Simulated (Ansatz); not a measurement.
## BeO under load (space group P6_3mc): band-edge transport data

Data:

```xyz
4
Lattice="2.7161 0.0000 0.0000 -1.3581 2.3522 0.0000 0.0000 0.0000 4.1790" Properties=species:S:1:pos:R:3 pbc="T T T"
Be     0.0000     1.5682    -0.0218
Be     1.3581     0.7841     2.0677
O      0.0000     1.5682     1.5890
O      1.3581     0.7841     3.6785
```

Calculation: r2SCAN, rigid bands (plane waves, PAW, scalar-relativistic; Ansatz, an electronic-structure program). Condition of this run: uniaxial stress along c of 20 GPa (compression positive) (the target of the relaxation). Cell: cell and atoms relaxed with PBEsol, then loaded as said.

- band gap: 8.56 eV
- electron conductivity mass (300 K, dilute): 0.61 (x), 0.61 (y), 0.66 (z) mₑ
- hole conductivity mass (300 K, dilute): 2.6 (x), 2.6 (y), 0.51 (z) mₑ
- effective density of states N_c (300 K): 1.2e19 cm⁻³
- effective density of states N_v (300 K): 4.6e19 cm⁻³
- density-of-states mass, electrons: 0.62 mₑ
- density-of-states mass, holes: 1.50 mₑ
- Seebeck coefficient, n-type 1e19 cm⁻³, 300 K: -238 μV/K
- best n-type power factor at 300 K for τ = 10 fs (best axis; densities from 1e16 to 1e21 cm⁻³ tried, whether or not they can be reached): 3.3 μW/(cm·K²) at 3e19 cm⁻³
- Seebeck coefficient, p-type 1e19 cm⁻³, 300 K: 345 μV/K
- best p-type power factor at 300 K for τ = 10 fs (best axis; densities from 1e16 to 1e21 cm⁻³ tried, whether or not they can be reached): 12.2 μW/(cm·K²) at 1e20 cm⁻³

Rigid bands; masses and Seebeck coefficients take one relaxation time τ for all states and one kind of carrier; polarons and phonon drag are left out. Spin-orbit coupling is left out. Geometry: cell and atoms relaxed with PBEsol.
